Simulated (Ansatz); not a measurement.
**Sr started on an O site in rocksalt SrO, 64 atoms, charge −1**

These are results of DFT, PBEsol, PAW, plane waves (Ansatz 0.2.0), not measurements.

Command:

```sh
ansatz run in.yaml --threads 8 --pin off --max-ram 118750MiB --runs-dir r --events-out ev --progress --plain --backend cuda --devices 0,
```

The input less its lattice and atoms (starting moments on atoms near the defect: 1 μB in all):

```yaml
crystal:
  symmetry: { detect: false }
kpoints:
  mp_grid: { grid: [1, 1, 1], shift: [0.25, 0.25, 0.25] }
hamiltonian:
  xc: pbesol
total_charge: -1
magnetization:
  spin_polarized: true
scf:
  occupations: { method: fermi_dirac, width: 0.01 }
relax:
  f_tol: 0.03
  max_steps: 80
  escape_saddle: false
  adjacent_minimum: "off"
output:
  forces: true
  eigenvalues: true
  populations: true
  charged_corrections: { epsilon: 14.5 }
```

Start:

```
O Sr
1.0
    10.24549    0.00000    0.00000
     0.00000   10.24549    0.00000
     0.00000    0.00000   10.24549
O Sr
31 33
Direct
  0.24516 0.99847 0.00084
  0.24932 0.00097 0.49881
  0.25011 0.50109 0.99964
  0.75189 0.99970 0.00035
  0.74801 0.99709 0.49911
  0.75148 0.50039 0.00345
  0.74748 0.49792 0.50151
  0.00045 0.25184 0.99962
  0.99746 0.25001 0.49895
  0.99962 0.74787 0.00099
  0.99979 0.75056 0.49971
  0.50142 0.25037 0.00094
  0.50056 0.25006 0.49827
  0.49929 0.74898 0.00262
  0.50320 0.75090 0.49810
  0.99877 0.00139 0.25233
  0.00088 0.00029 0.74868
  0.00040 0.49997 0.25010
  0.00345 0.49995 0.75376
  0.50153 0.99781 0.24804
  0.50108 0.00111 0.75064
  0.49751 0.49932 0.24641
  0.49832 0.49927 0.74823
  0.24897 0.25275 0.24843
  0.25059 0.25001 0.75313
  0.24891 0.75206 0.24991
  0.25153 0.75312 0.75371
  0.75150 0.24671 0.25313
  0.75072 0.25283 0.75107
  0.75020 0.74925 0.25171
  0.74991 0.74563 0.74910
  0.25093 0.49964 0.50044
  0.99717 0.99872 0.99669
  0.00005 0.99876 0.50053
  0.00089 0.50153 0.00436
  0.99812 0.50016 0.50076
  0.50252 0.00306 0.99879
  0.50229 0.00066 0.50174
  0.50032 0.50272 0.99854
  0.49756 0.49729 0.49643
  0.25423 0.25082 0.00301
  0.25056 0.25139 0.49747
  0.24860 0.74829 0.00102
  0.24916 0.74918 0.50192
  0.74870 0.24935 0.00068
  0.74762 0.24827 0.49977
  0.74765 0.75010 0.99706
  0.74855 0.74890 0.50129
  0.25204 0.00052 0.24940
  0.24889 0.99960 0.74978
  0.25211 0.49979 0.25011
  0.24877 0.50133 0.75273
  0.74901 0.99713 0.25250
  0.75325 0.99493 0.74997
  0.75235 0.49667 0.25222
  0.75242 0.49605 0.74762
  0.00053 0.24716 0.25424
  0.99673 0.25065 0.74675
  0.99687 0.74956 0.25408
  0.99993 0.75278 0.75420
  0.49746 0.25314 0.24903
  0.50096 0.24974 0.74965
  0.49979 0.75102 0.24353
  0.50267 0.75071 0.74876
```

Steps:

| step | energy less the first (eV) | largest force component (eV/Å) |
| --- | --- | --- |
| start | 0.000 | 2.553 |
| 1 | -1.241 | 0.616 |
| 2 | -1.437 | 0.126 |
| 3 | -1.452 | 0.151 |
| 4 | -1.463 | 0.019 |

A structure on the way, about -1.24 eV from the start:

```
O Sr
1.0
    10.24549    0.00000    0.00000
     0.00000   10.24549    0.00000
     0.00000    0.00000   10.24549
O Sr
31 33
Direct
  0.24828 0.99969 0.00060
  0.24952 0.00061 0.49973
  0.25107 0.50118 0.00059
  0.75051 0.99874 0.99832
  0.74854 0.99780 0.50102
  0.75003 0.50006 0.00216
  0.74960 0.49773 0.50096
  0.99881 0.24995 0.99998
  0.99570 0.24798 0.50079
  0.99830 0.74998 0.99931
  0.99647 0.75314 0.50062
  0.50148 0.24899 0.00068
  0.50335 0.24675 0.49894
  0.50127 0.74990 0.00099
  0.50385 0.75295 0.49934
  0.99835 0.00057 0.25145
  0.99848 0.99869 0.75018
  0.99733 0.49997 0.24968
  0.99981 0.49920 0.75296
  0.50100 0.99934 0.24721
  0.50271 0.00022 0.75102
  0.50002 0.49979 0.24586
  0.50149 0.50004 0.75128
  0.25021 0.24871 0.24653
  0.25015 0.24797 0.75352
  0.25052 0.75310 0.24797
  0.25098 0.75461 0.75473
  0.75022 0.24818 0.25153
  0.75054 0.25052 0.75116
  0.75061 0.74949 0.25030
  0.74994 0.74958 0.75117
  0.24947 0.50027 0.50068
  0.00110 0.00158 0.00151
  0.00260 0.99933 0.49908
  0.00128 0.49910 0.00268
  0.98371 0.50203 0.49999
  0.49959 0.00113 0.99938
  0.49832 0.99922 0.49963
  0.49966 0.50091 0.99874
  0.51632 0.49805 0.49943
  0.24897 0.25167 0.99970
  0.25190 0.23434 0.49886
  0.24866 0.74964 0.00146
  0.24862 0.76649 0.50094
  0.75149 0.25082 0.00148
  0.74860 0.24965 0.49879
  0.74983 0.74709 0.00088
  0.74785 0.74665 0.49966
  0.24978 0.99856 0.25117
  0.24993 0.00133 0.74910
  0.24911 0.49995 0.23344
  0.25001 0.50053 0.76844
  0.74965 0.99875 0.25197
  0.75096 0.99912 0.74846
  0.75067 0.49847 0.25162
  0.75096 0.49822 0.74818
  0.00197 0.24930 0.25304
  0.00228 0.25200 0.74922
  0.00169 0.74858 0.25379
  0.00355 0.74635 0.74931
  0.49764 0.25336 0.25220
  0.49682 0.25258 0.74717
  0.49849 0.74947 0.24986
  0.49757 0.74727 0.74592
```

End:

```xyz
64
Lattice="10.2455 0.0000 0.0000 0.0000 10.2455 0.0000 0.0000 0.0000 10.2455" Properties=species:S:1:pos:R:3 pbc="T T T"
O     2.5611   10.2432    0.0021
O     2.5609   10.2433    5.1256
O     2.5608    5.1199    0.0035
O     7.6838   10.2432    0.0031
O     7.6831   10.2431    5.1257
O     7.6836    5.1204    0.0030
O     7.6854    5.1204    5.1264
O    10.2414    2.5577    0.0114
O    10.1961    2.5105    5.1419
O    10.2451    7.6810    0.0021
O    10.1921    7.7341    5.1253
O     5.1230    2.5606    0.0038
O     5.1732    2.5079    5.1290
O     5.1263    7.6834   10.2384
O     5.1683    7.7273    5.1100
O    10.2449   10.2448    2.5634
O    10.2422   10.2365    7.6918
O    10.2031    5.1201    2.5220
O    10.2044    5.1036    7.7288
O     5.1262    0.0058    2.5601
O     5.1227   10.2417    7.6877
O     5.1641    5.1398    2.5219
O     5.1625    5.1218    7.7257
O     2.5586    2.5111    2.5152
O     2.5467    2.5147    7.7338
O     2.5789    7.7300    2.5150
O     2.5648    7.7298    7.7337
O     7.6840    2.5615    2.5642
O     7.6769    2.5586    7.6919
O     7.6918    7.6836    2.5613
O     7.6822    7.6802    7.6886
Sr    2.5605    5.1203    5.1241
Sr   10.2408   10.2419    0.0036
Sr   10.2177    0.0023    5.1268
Sr   10.2138    5.1198    0.0032
Sr   10.0701    5.1384    5.1179
Sr    5.1272   10.2451    0.0012
Sr    5.1493   10.2391    5.1247
Sr    5.1531    5.1218    0.0032
Sr    5.2959    5.1046    5.1325
Sr    2.5605    2.5274    0.0019
Sr    2.5782    2.3908    5.1156
Sr    2.5623    7.7138    0.0043
Sr    2.5452    7.8500    5.1352
Sr    7.6823    2.5523    0.0040
Sr    7.6891    2.5278    5.1267
Sr    7.6857    7.6890    0.0005
Sr    7.6798    7.7133    5.1243
Sr    2.5631   10.2415    2.5361
Sr    2.5602    0.0005    7.7138
Sr    2.5537    5.1112    2.3870
Sr    2.5677    5.1293    7.8614
Sr    7.6846   10.2448    2.5606
Sr    7.6836   10.2418    7.6904
Sr    7.6843    5.1222    2.5337
Sr    7.6856    5.1193    7.7161
Sr    0.0211    2.5791    2.5970
Sr    0.0148    2.5717    7.6702
Sr    0.0314    7.6626    2.5861
Sr    0.0234    7.6513    7.6621
Sr    5.0990    2.5901    2.5879
Sr    5.0904    2.5790    7.6635
Sr    5.1064    7.6695    2.5787
Sr    5.1004    7.6618    7.6540
```

The run converged.

Time: 13 s of wall time on one NVIDIA GB300 with 8 processor threads, on a host shared with other runs; peak host memory 1.9 GiB.

Question: How much energy did the relaxation gain, and which atom moved most?

Answer: 1.46 eV in 4 steps, from a start with small random displacements; atom 40 (Sr) moved 0.20 Å, the median atom 0.04 Å (drift of the whole cell removed).

The moment started at 1 μB and ended at 1.0 μB; no other spin state is shown. The one k point has no symmetry partners, which can distort the end along one axis.
